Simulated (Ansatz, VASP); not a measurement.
**One calculation of W, two programs**

File INCAR:

```
PREC = Accurate ; ENCUT = 520
EDIFF = 1E-6 ; ISMEAR = -1
SIGMA = 0.08 ; LREAL = F
LASPH = T ; NELM = 80
ALGO = Normal ; ISIF = 2
LWAVE = F ; LCHARG = T
GGA = PE ; LELF = T
LVHAR = T ; NBANDS = 21
```

KPOINTS

```
Automatic mesh
0
Gamma
  11 11 11
```

The input POSCAR:

```
W
1.0
    3.1834185700      0.0000000000      0.0000000000
    0.0000000000      3.1834185700      0.0000000000
    0.0000000000      0.0000000000      3.1834185700
W
2
Direct
    0.0000000000      0.0000000000      0.0000000000
    0.5000000000      0.5000000000      0.5000000000
```

Input for Ansatz:

```yaml
crystal:
  lattice:
    - [3.18341857, 0.0, 0.0]
    - [0.0, 3.18341857, 0.0]
    - [0.0, 0.0, 3.18341857]
  atoms:
    - { symbol: W, position: [0.0, 0.0, 0.0] }
    - { symbol: W, position: [0.5, 0.5, 0.5] }
kpoints:
  mp_grid: { grid: [11, 11, 11] }
scf:
  occupations: { method: fermi_dirac, width: 0.08 }
hamiltonian:
  xc: pbe
  pseudopotentials: { kind: all_electron, lapw: { basis_error: 0.001 } }
output:
  forces: true
  stress: true
  eigenvalues: true
```

Alike in both runs: task single point; functional PBE; k mesh 11 × 11 × 11; occupations fermi-dirac, width 0.08 eV; no spin polarisation.

|  | VASP | Ansatz |
| --- | --- | --- |
| version | VASP 6.6.1 | Ansatz 0.2.0 |
| potentials or method | VASP PAW PBE potentials, release 64 (W_sv) | all-electron LAPW, scalar-relativistic |
| plane-wave cutoff (eV) | 520 | see its input |

```csv
,VASP,Ansatz,Ansatz less VASP
pressure (GPa),0.4,0.0,-0.44
```

Ansatz ran all-electron here, so the differences hold the error of VASP's frozen core and of both bases.

Spin-orbit coupling is left out, which matters for the levels of W.
